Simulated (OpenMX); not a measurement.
The system is Ir.

```xyz
1
Lattice="0.0000 1.9156 1.9156 1.9156 0.0000 1.9156 1.9156 1.9156 0.0000" Properties=species:S:1:pos:R:3 pbc="T T T"
Ir    0.0000    0.0000    0.0000
```

```yaml
Program: OpenMX 3.8.5
Task: single point
Functional: PBE
Potentials_or_basis: OpenMX 2013 PBE set, Ir7.0-s3p2d2f1, grid cutoff 400 Ry
k_mesh: 13 × 13 × 13
Occupations: fermi-dirac, width 0.05 eV
Spin: no spin polarisation
```

On this cell: pressure 15.0 GPa; band gap on the k mesh none (metal or under the smearing width).

The same run follows on a disturbed copy (cell strained at random at fixed volume):

```xyz
1
Lattice="-0.0090 1.9584 1.9389 1.8984 0.0229 1.9070 1.8997 1.9277 0.0216" Properties=species:S:1:pos:R:3 pbc="T T T"
Ir   -0.0331   -0.0321   -0.0109
```

Q: What changes?

A: The energy (extrapolated to zero smearing) moves by +11.3 meV/atom; pressure 15.1 GPa; band gap on the k mesh none (metal or under the smearing width).

Caveats: the basis of atomic orbitals isn't converged, which shifts pressures, moduli and gaps; so large a pressure means that the cell lies far from this level's equilibrium, or that cutoff or potentials fall short (some runs).
